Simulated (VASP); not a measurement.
MnS, 2 atoms in the cell. Symmetry: Fm-3m, No. 225, cubic system. Conventional cell: a = 5.209 Å, b = 5.209 Å, c = 5.209 Å, α = 90.00°, β = 90.00°, γ = 90.00°. Mn (site symmetry m-3m) has 6 S at 2.60 Å as nearest neighbours. S (site symmetry m-3m) is surrounded by 6 Mn at 2.60 Å. 

| Item | Value |
| --- | --- |
| Program | VASP 6.6.1 |
| Task | relaxation of cell and atoms |
| Functional | PBE |
| Potentials or basis | VASP PAW PBE potentials, release 64 (Mn_pv, S) |
| Cutoff | 520 eV |
| k mesh | 14 × 14 × 14 |
| Occupations | gaussian, width 0.1 eV |
| Spin | collinear spin, ferromagnetic start |
| Starting moments | [5.0, 0.0] μB |
| Hubbard terms | Mn d U = 1.9 eV |
| Target pressure | 20 GPa |
| Further INCAR settings | ALGO = Normal; EDIFF = 1e-07; IBRION = 2; EDIFFG = -0.002; NSW = 80; ISIF = 3 |
| Target pressure | 20 GPa |

Potentials or basis: VASP PAW PBE potentials, release 64 (Mn_pv, S).

Launch:

```console
$ cat potpaw_PBE.64/Mn_pv/POTCAR potpaw_PBE.64/S/POTCAR > POTCAR
$ mpirun -np 1 vasp_std > vasp.out
```

Hardware: 1 thread of Intel(R) Xeon(R) Platinum 8259CL CPU @ 2.50GHz (Skylake/Cascade Lake) (shared host).

How long does it take, and how much memory?

Wall time 9 min on 1 thread of Intel(R) Xeon(R) Platinum 8259CL CPU @ 2.50GHz (Skylake/Cascade Lake) (shared host), peak memory 0.25 GiB. Counts: scf iterations 81, k points 104, ion steps 7.
